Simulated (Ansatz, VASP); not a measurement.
One calculation of BaTe, two programs

```
Ba Te
1.0
     0.00000    3.94037    3.94037
     3.94037    0.00000    3.94037
     3.94037    3.94037    0.00000
Ba Te
1 1
Direct
  0.00000 0.00000 0.00000
  0.25000 0.25000 0.25000
```

Alike in both runs: task single point; functional PBE; k mesh 8 × 8 × 8; occupations gaussian, width 0.05 eV; no spin polarisation.

```csv
,VASP,Ansatz
version,VASP 6.6.1,Ansatz 0.2.0
potentials or method,"VASP PAW PBE potentials, release 64 (Ba_sv, Te)","scalar-relativistic, plane waves, PAW"
plane-wave cutoff (eV),520,420
valence electrons in the cell,16,26
```

Ansatz gave:

- gap on the k mesh at the Fermi level (eV): 2.54
- least direct gap on the mesh (eV): 2.94
- pressure (GPa): -0.4

Question: Which values does VASP return?

Answer: gap on the k mesh at the Fermi level (eV): 2.55; least direct gap on the mesh (eV): 2.92; pressure (GPa): -0.2.

The functional is the same, so the differences come from potentials, cutoffs and numerics. The two sets of potentials don't hold the same shells in valence.

Caveats: spin-orbit coupling is left out, which moves the levels of the heavy elements. As with any semilocal functional, this PBE gap is likely too small. A k mesh can miss the band edges.
